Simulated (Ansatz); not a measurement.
CdF₂ (started from an entry of an open crystallographic database), relaxed with r2SCAN+rVV10, was run in Ansatz 0.2.0 under altered settings. All numbers are computed, without spin polarisation but where a row says otherwise.

```yaml
crystal:
  lattice:
    - [0.00000, 2.68258, 2.68258]
    - [2.68258, 0.00000, 2.68258]
    - [2.68258, 2.68258, 0.00000]
  atoms:
    - { symbol: Cd, position: [0.00000, 0.00000, 0.00000] }
    - { symbol: F, position: [0.25000, 0.25000, 0.25000] }
    - { symbol: F, position: [0.75000, 0.75000, 0.75000] }
```

The base run's other keys:
```yaml
kpoints:
  mp_grid: { grid: [4, 4, 4] }
hamiltonian:
  xc: hse06
scf:
  occupations: { method: fixed }
  n_extra_bands: 4
```

It takes 12 iterations with 749 plane waves at 420 eV and 8 k points, and leaves a mean stress of +3.24 GPa. The gap over this mesh is 5.259 eV.

Outcomes, with energy and stress as changes against the base:
```
                                  setting    outcome  ΔF (meV/atom)  Δ mean stress (GPa)  gap on the mesh (eV)  iterations
PBE hybrid, exx coeff 0.75, omega 0.1 1/Å  converged              –                 -6.1                11.068          17
PBE hybrid, exx coeff -0.2, omega 0.3 1/Å    refused              –                    –                     –           –
   PBE hybrid, exx coeff 0.75, unscreened  converged              –                 -6.8                12.200          17
                  hamiltonian.xc: lc_wpbe  converged              –                 -1.1                10.912          14
                       scf.mixing.ndim: 2  converged            0.0                  0.0                 5.259          13
```
A dash marks a value that wasn't obtained or can't be compared. Stress is positive in compression.

- PBE hybrid, exx coeff 0.75, omega 0.1 1/Å. That is 75 % exact exchange, screened with ω = 0.1 1/Å, against HSE06's 25 % screened at 0.208 1/Å. The mean stress moves by -6.1 GPa and the gap on the mesh by +5.809 eV (to 11.068). Totals of different functionals aren't comparable. The program warns that on this mesh the truncation of the exchange isn't bounded, so part of the change can be an error of the mesh.
- PBE hybrid, exx coeff -0.2, omega 0.3 1/Å. The program doesn't start. Error: invalid value for `hamiltonian.xc.exx.coeff`: must be finite and in (0, 1]; got -0.2
- PBE hybrid, exx coeff 0.75, unscreened. That is 75 % exact exchange, at all ranges, against HSE06's 25 % screened at 0.208 1/Å. The mean stress moves by -6.8 GPa and the gap on the mesh by +6.941 eV (to 12.200). Totals of different functionals aren't comparable.
- hamiltonian.xc: lc_wpbe. The mean stress moves by -1.1 GPa and the gap on the mesh by +5.653 eV (to 10.912). It's another functional on the same cell, so totals aren't comparable.

Within 1 meV an atom, 0.1 GPa and 0.005 eV of the base stay: scf.mixing.ndim: 2.

Spin-orbit coupling is left out.

The stress of a hybrid is loosely converged in these runs.

The meshes of the hybrids are coarse, so their gaps aren't converged to the digits shown.
